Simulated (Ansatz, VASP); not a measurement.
**One calculation of RbBr, two programs**

Contents of INCAR:

```
ALGO = Normal
EDIFF = 1E-6
ENCUT = 520
GGA = PE
ISIF = 2
ISMEAR = 0
LASPH = T
LCHARG = F
LREAL = F
LWAVE = F
NBANDS = 15
NELM = 100
PREC = Accurate
SIGMA = 0.05
```

File KPOINTS:

```
k-points
0
Gamma
  6 6 6
```

Contents of POSCAR:

```
RbBr
1.0
    4.1929010518      0.0000000000      0.0000000000
    0.0000000000      4.1929010518      0.0000000000
    0.0000000000      0.0000000000      4.1929010518
Rb Br
1 1
Direct
    0.0000000000      0.0000000000      0.0000000000
    0.5000000000      0.5000000000      0.5000000000
```

Input for Ansatz:

```yaml
crystal:
  lattice:
    - [4.1929010518, 0.0, 0.0]
    - [0.0, 4.1929010518, 0.0]
    - [0.0, 0.0, 4.1929010518]
  atoms:
    - { symbol: Rb, position: [0.0, 0.0, 0.0] }
    - { symbol: Br, position: [0.5, 0.5, 0.5] }
basis:
  ecutwfc: 420
kpoints:
  mp_grid: { grid: [6, 6, 6] }
hamiltonian:
  xc: pbe
scf:
  occupations: { method: gaussian, width: 0.05 }
output:
  forces: true
  stress: true
  eigenvalues: true
  write_density: true
  write_potential: true
  elf: true
  volumetric_format: npy
```

The cell comes from a database or a generator and needn't be the stable form of this composition.

Alike in both runs: task single point; functional PBE; k mesh 6 × 6 × 6; occupations gaussian, width 0.05 eV; no spin polarisation.

|  | VASP | Ansatz |
| --- | --- | --- |
| version | VASP 6.6.1 | Ansatz 0.2.0 |
| potentials or method | VASP PAW PBE potentials, release 64 (Rb_sv, Br) | scalar-relativistic, plane waves, PAW |
| plane-wave cutoff (eV) | 520 | 420 |
| valence electrons in the cell | 16 | 16 |

VASP gave:

* gap on the k mesh at the Fermi level (eV): 3.92
* least direct gap on the mesh (eV): 4.08
* pressure (GPa): 0.1

Estimate Ansatz's values.

gap on the k mesh at the Fermi level (eV): 3.93; least direct gap on the mesh (eV): 4.08; pressure (GPa): 0.0.

With one functional, cell and mesh, what is left measures potentials, basis and numerics.

A k mesh can miss the band edges. Expect the measured gap to be larger: semilocal functionals such as PBE lack the derivative discontinuity.
